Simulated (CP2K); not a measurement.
AlO under changes of volume

One of the cells (10.618 Å³/atom); the others are scaled copies at fixed shape and fractional positions:

```
CELL_PARAMETERS angstrom
2.76919 0.00000 0.00000
0.00000 2.76919 0.00000
0.00000 0.00000 2.76919
ATOMIC_POSITIONS crystal
Al 0.50000 0.50000 0.50000
O 0.00000 0.00000 0.00000
```

The cell was built by a generator and needn't be a form met in nature.

```yaml
Program: CP2K 2026.2
Functional: PBE
Potentials_or_basis: POTENTIAL_UZH Al GTH-PBE-q3, O GTH-PBE-q6; TZVP-MOLOPT-PBE-GTH basis
Density_cutoff: 8163 eV
k_mesh: 10 × 10 × 10
Occupations: fermi-dirac, width 0.05 eV
Spin: no spin polarisation
```

```tsv
volume (Å³/atom)	energy over the lowest point (meV/atom)	pressure (GPa)
9.981	16.93	9.3
10.193	7.78	6.0
10.405	1.99	3.0
10.618	0.00	0.2
10.830	?	?
11.042	6.12	-4.5
11.255	13.61	-6.6
```

Q: What does the run at 10.830 Å³/atom give?

A: Energy over the lowest point 1.48 meV/atom; pressure -2.3 GPa.

Worked out: A Birch-Murnaghan fit of order 3 (a polynomial in V^(-2/3)) to the other rows has its minimum at 10.64 Å³/atom with B0 = V·E''(V) = 127 GPa (rough, since the energies scatter). It gives 1.45 meV/atom at 10.830 Å³/atom, against the run's 1.48, and -dE/dV = -2.3 GPa, against -2.3.

Energies are extrapolated to zero smearing.

Caveats: the basis of atomic orbitals isn't converged, which shifts pressures, moduli and gaps; an odd number of electrons without spin polarisation forces a metal; a magnetic or distorted state may lie lower.
